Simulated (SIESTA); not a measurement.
## TiAl under changes of volume

One of the cells (16.653 Å³/atom); the others are scaled copies at fixed shape and fractional positions:

```
CELL_PARAMETERS angstrom
2.86726 0.00000 0.00000
-1.43363 2.48312 0.00000
0.00000 0.00000 4.67808
ATOMIC_POSITIONS crystal
Ti 0.00000 0.00000 0.00000
Al 0.33333 0.66667 0.50000
```

The cell comes from a database or a generator and needn't be the stable form of this composition.

- Program: SIESTA 5.4.2
- Functional: PBEsol
- Potentials or basis: PseudoDojo 0.4 standard (PBEsol files)
- Basis: DZP (energy shift 0.003 Ry; two zetas on semicore shells)
- Grid cutoff: 800 Ry
- Energy shift: 0.003 Ry
- k mesh: 11 × 11 × 6
- Occupations: fermi-dirac, width 0.05 eV
- Spin: no spin polarisation

```tsv
volume (Å³/atom)	energy over the lowest point (meV/atom)	pressure (GPa)
15.654	8.96	4.9
15.987	1.84	2.2
16.320	0.00	-0.2
16.653	2.89	-2.4
16.986	10.17	-4.5
17.320	21.43	-6.3
17.653	?	?
```

Problem. What does the run at 17.653 Å³/atom give?

Solution. Energy over the lowest point 36.24 meV/atom; pressure -7.9 GPa.

Worked out: A Birch-Murnaghan fit of order 3 (a polynomial in V^(-2/3)) to the other rows has its minimum at 16.28 Å³/atom with B0 = V·E''(V) = 114 GPa and B' = 3.6 at fixed shape and positions, which overstates the stiffness. It gives 36.27 meV/atom at 17.653 Å³/atom, against the run's 36.24, and -dE/dV = -8.0 GPa, against -7.9.

Energies are extrapolated to zero smearing.

Caveats: the basis of atomic orbitals isn't converged, which shifts pressures, moduli and gaps.
